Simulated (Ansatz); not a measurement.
# Be: the cost of one run

Method: DFT PBE, scalar-relativistic, plane waves, PAW, in Ansatz 0.2.0.

This is Be in the fcc structure; at room conditions it is hcp.

1 further run of the same task is left out (set aside as unsound or not needed). Runs told in other sessions of the task aren't counted.

## (1) The starting structure

The structure is cubic, space group Fm-3m (No. 225). Conventional cell: a = 3.157 Å, b = 3.157 Å, c = 3.157 Å, α = 90.00°, β = 90.00°, γ = 90.00°. Be (site symmetry m-3m) is surrounded by 12 Be at 2.23 Å.

As a file:

```
CELL_PARAMETERS angstrom
0.00000 1.57858 1.57858
1.57858 0.00000 1.57858
1.57858 1.57858 0.00000
ATOMIC_POSITIONS crystal
Be 0.00000 0.00000 0.00000
```

It is the end of an earlier relaxation with the same method, from a generated guess; it is a trial structure. At a tolerance of 0.05 Å it has space group Fm-3m (No. 225); it has 7.87 Å³/atom, an uncorrected energy of +0.08 eV/atom over the standard state.

## (2) Bands, states and charges

Input file input.yaml:

```yaml
crystal:
  lattice:
    - [0.0, 1.5785816929, 1.5785816929]
    - [1.5785816929, 0.0, 1.5785816929]
    - [1.5785816929, 1.5785816929, 0.0]
  atoms:
    - { symbol: Be, position: [0.0, 0.0, 0.0] }
basis:
  ecutwfc: 420
kpoints:
  mp_grid: { grid: [30, 30, 30] }
  band_path:
    path:
      - [[0.0, 0.0, 0.0], [0.5, 0.0, 0.5], [0.625, 0.25, 0.625]]
      - [[0.375, 0.375, 0.75], [0.0, 0.0, 0.0], [0.5, 0.5, 0.5], [0.5, 0.25, 0.75], [0.5, 0.0, 0.5]]
    npoints: 14
hamiltonian:
  xc: pbe
scf:
  occupations: { method: gaussian, width: 0.1 }
  n_extra_bands: 6
output:
  forces: true
  stress: true
  eigenvalues: true
  populations: true
  dos: { projected: true, de: 0.02, nscf_kmesh: { grid: [36, 36, 36] } }
  bader: true
  write_density: true
  write_potential: true
  elf: true
  volumetric_format: npy
```

Started as:

```sh
ansatz run input.yaml --threads 1 --pin off --max-ram 2560MiB --backend cpu --events-out ev --progress --plain --runs-dir out
```

**Question.** How long does this run take on 1 thread of Intel Xeon at 2.50GHz (Skylake/Cascade Lake), shared host, and how much memory does it need?

About 26 s, with a peak of 0.35 GiB.
